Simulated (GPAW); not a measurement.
**Te2Mo: phonons with vdW-DF2**

**Experimental background.**

From “Broadband infrared study of pressure-tunable Fano resonance and metallization transition in 2H-MoTe2”, 2022, pmc:9569381, for a bulk crystal of Te2Mo at 300 K: band gap 0.88 ± 0.05 eV (indirect).

The system is Te2Mo.

```xyz
6
Lattice="3.5182 0.0000 0.0000 -1.7591 3.0469 0.0000 0.0000 0.0000 13.9736" Properties=species:S:1:pos:R:3 pbc="T T T"
Te    1.7591    1.0156    5.2960
Te    0.0000    2.0312   12.2828
Te    1.7591    1.0156    1.6908
Te    0.0000    2.0312    8.6776
Mo    1.7591    1.0156   10.4802
Mo    0.0000    2.0312    3.4934
```

- Program: GPAW 26.7.0
- Task: phonons
- Functional: vdW-DF2
- Potentials or basis: GPAW PAW data sets (gpaw-data 1.2.1)
- Cutoff: 600 eV
- Basis: pw
- k mesh: 6 × 6 × 2
- Occupations: fermi-dirac, width 0.05 eV
- Spin: no spin polarisation
- Maxiter: 150
- Convergence: density=1e-06 eigenstates=1e-09
- Supercell: 1 × 1 × 1
- Supercell k mesh: 6 × 6 × 2
- Displacement: 0.01
- Relaxed first: ions

| Item | Value |
| --- | --- |
| Band gap on the k mesh | 0.74 eV, indirect (least direct gap 1.02 eV) |
| Highest phonon frequency at Γ, LO-TO splitting left out | 271 cm⁻¹ |

Forces in eV/Å, atoms in the order of the input:
```
Te   0.000  0.000  0.002
Te   0.000  0.000  0.002
Te   0.000  0.000 -0.002
Te   0.000  0.000 -0.002
Mo   0.000  0.000  0.000
Mo   0.000  0.000  0.000
```

Final structure:
```
Te Mo
1.0
     3.51820    0.00000    0.00000
    -1.75910    3.04685    0.00000
     0.00000    0.00000   13.97360
Te Mo
4 2
Direct
  0.66667 0.33333 0.38342
  0.33333 0.66667 0.88342
  0.66667 0.33333 0.11658
  0.33333 0.66667 0.61658
  0.66667 0.33333 0.75000
  0.33333 0.66667 0.25000
```

Levels at points of the mesh, in eV from the valence-band top:
```tsv
k point	band 22	band 23	band 24	band 25	band 26	band 27	band 28	band 29	band 30	band 31
(0.00, 0.00, 0.00)	-0.86	-0.82	-0.82	-0.28	-0.02	2.79	2.79	2.90	2.90	2.96
(0.00, 0.00, 0.50)	-0.84	-0.84	-0.84	-0.08	-0.08	2.82	2.82	2.82	2.82	3.11
(0.50, 0.50, 0.00)	-1.84	-0.85	-0.83	-0.53	-0.15	1.29	1.35	1.40	1.79	2.49
(0.50, 0.50, 0.50)	-1.96	-0.82	-0.82	-0.34	-0.34	1.31	1.31	1.61	1.61	2.98
```

Phonon frequencies in cm⁻¹ (negative: imaginary):
```tsv
q point	frequencies
(0.000, 0.000, 0.000)	0 0 0 31 31 60 109 109 112 112 161 173 219 219 219 219 266 271
```

It took 13 min on 1 thread of Intel(R) Xeon(R) Platinum 8259CL CPU @ 2.50GHz (Skylake/Cascade Lake), with other jobs on the host, peak memory 0.91 GiB.

Measured gap of Te2Mo: 0.88 eV (indirect; 300 K; quoted in “Broadband infrared study of pressure-tunable Fano resonance and metallization transition in 2H-MoTe2”, 2022, pmc:9569381). This calculation gives 0.74 eV (-0.14 eV). Spin-orbit coupling on Mo, Te is left out. The value is that of vdW-DF2 on a finite k mesh, which can miss the band edges, without temperature or zero-point motion.

Caveat: the LO-TO splitting is left out; the PAW data sets were made with another functional, which shifts forces and pressure a little; spin-orbit coupling is left out, which moves the levels of the heavy elements.
